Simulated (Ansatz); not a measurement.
# HfN (rocksalt type): the cost of one run

Computed with Ansatz 0.2.0 (DFT, PBE, all-electron LAPW, scalar-relativistic, unless a step's input says otherwise).

## (1) Starting point

It takes space group Fm-3m (No. 225, cubic). The conventional cell has a = 4.037 Å, b = 4.037 Å, c = 4.037 Å, α = 90.00°, β = 90.00°, γ = 90.00°. Hf (site symmetry m-3m) has 6 N at 2.02 Å as nearest neighbours. N (site symmetry m-3m) is surrounded by 6 Hf at 2.02 Å.

Coordinates:

```
Hf N
1.0
     0.00000    2.01837    2.01837
     2.01837    0.00000    2.01837
     2.01837    2.01837    0.00000
Hf N
1 1
Direct
  0.00000 0.00000 0.00000
  0.50000 0.50000 0.50000
```

Atoms are numbered in the order of the input: Hf1, N2.

## (2) Rocksalt relaxed under pressure, LAPW

Contents of input.yaml:

```yaml
crystal:
  lattice:
    - [0.0, 2.0183701469, 2.0183701469]
    - [2.0183701469, 0.0, 2.0183701469]
    - [2.0183701469, 2.0183701469, 0.0]
  atoms:
    - { symbol: Hf, position: [0.0, 0.0, 0.0] }
    - { symbol: "N", position: [0.5, 0.5, 0.5] }
kpoints:
  mp_grid: { grid: [17, 17, 17] }
scf:
  occupations: { method: fermi_dirac, width: 0.08 }
hamiltonian:
  xc: pbe
  pseudopotentials: { kind: all_electron, lapw: { basis_error: 0.0005 } }
output:
  forces: true
  stress: true
  eigenvalues: true
relax:
  f_tol: 0.005
  max_steps: 12
  cell: { p_target: 200.0, stress_tol: 0.1 }
```

Launch:

```
> ansatz run input.yaml --threads 1 --pin off --max-ram 3584MiB --backend cpu --events-out ev --progress --plain --runs-dir out
```

Q: Estimate wall time and peak memory on 1 thread of Intel Xeon Platinum 8488C (Sapphire Rapids), shared host.

About 80 s, with a peak of 0.8 GiB.
